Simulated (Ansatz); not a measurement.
# KTaO₃: strain and displacement

```yaml
crystal:
  lattice:
    - [3.98830, 0.00000, 0.00000]
    - [0.00000, 3.98830, 0.00000]
    - [0.00000, 0.00000, 3.98830]
  atoms:
    - { symbol: K, position: [0.50000, 0.50000, 0.50000] }
    - { symbol: Ta, position: [0.00000, 0.00000, 0.00000] }
    - { symbol: O, position: [0.50000, 0.00000, 0.00000] }
    - { symbol: O, position: [0.00000, 0.50000, 0.00000] }
    - { symbol: O, position: [0.00000, 0.00000, 0.50000] }
```

Atoms are numbered in the order listed.

The cell comes from COD entry 2102087, which wasn't checked; take it as a given geometry.

No spin–orbit coupling, which matters for the heavy atoms here.

The calculation used DFT, PBE, all-electron LAPW, scalar-relativistic in Ansatz 0.2.0.

Settings: a Γ-centred 5×5×5 k mesh, Fermi–Dirac smearing of 0.01 eV, basis error target 0.5 meV/atom, no spin polarisation.

The unchanged cell is at 5.49 GPa.

x, y and z are the Cartesian axes of the cell as listed; fractional coordinates follow a strain, and an engineering shear is twice the off-diagonal strain component.

(1) One change gave: energy change +1 meV/atom; stress change (xx, yy, zz, yz, xz, xy) 0.01, 0.01, 0.01, -1.00, -1.00, -1.00 GPa, compression positive; gap on the k mesh 2.34 → 2.32 eV. Which change was it?
A. equal xy, yz and zx engineering shear strains of -1 %
B. equal xy, yz and zx engineering shear strains of +1 %
C. equal xy, yz and zx engineering shear strains of +3 %
D. equal xy, yz and zx engineering shear strains of -2 %
E. equal xy, yz and zx engineering shear strains of +2 %
F. equal xy, yz and zx engineering shear strains of -3 %

## Answers

(1) B. For equal xy, yz and zx engineering shear strains of -2 %: energy change +5 meV/atom; stress change (xx, yy, zz, yz, xz, xy) 0.05, 0.05, 0.05, 2.02, 2.02, 2.02 GPa, compression positive; gap on the k mesh 2.34 → 2.26 eV. For equal xy, yz and zx engineering shear strains of +3 %: energy change +11 meV/atom; stress change (xx, yy, zz, yz, xz, xy) 0.11, 0.11, 0.11, -3.00, -3.00, -3.00 GPa, compression positive; gap on the k mesh 2.34 → 2.26 eV. For equal xy, yz and zx engineering shear strains of -3 %: energy change +11 meV/atom; stress change (xx, yy, zz, yz, xz, xy) 0.11, 0.11, 0.11, 3.03, 3.03, 3.03 GPa, compression positive; gap on the k mesh 2.34 → 2.21 eV. For equal xy, yz and zx engineering shear strains of -1 %: energy change +1 meV/atom; stress change (xx, yy, zz, yz, xz, xy) 0.01, 0.01, 0.01, 1.01, 1.01, 1.01 GPa, compression positive; gap on the k mesh 2.34 → 2.30 eV. For equal xy, yz and zx engineering shear strains of +2 %: energy change +5 meV/atom; stress change (xx, yy, zz, yz, xz, xy) 0.05, 0.05, 0.05, -2.00, -2.00, -2.00 GPa, compression positive; gap on the k mesh 2.34 → 2.29 eV.
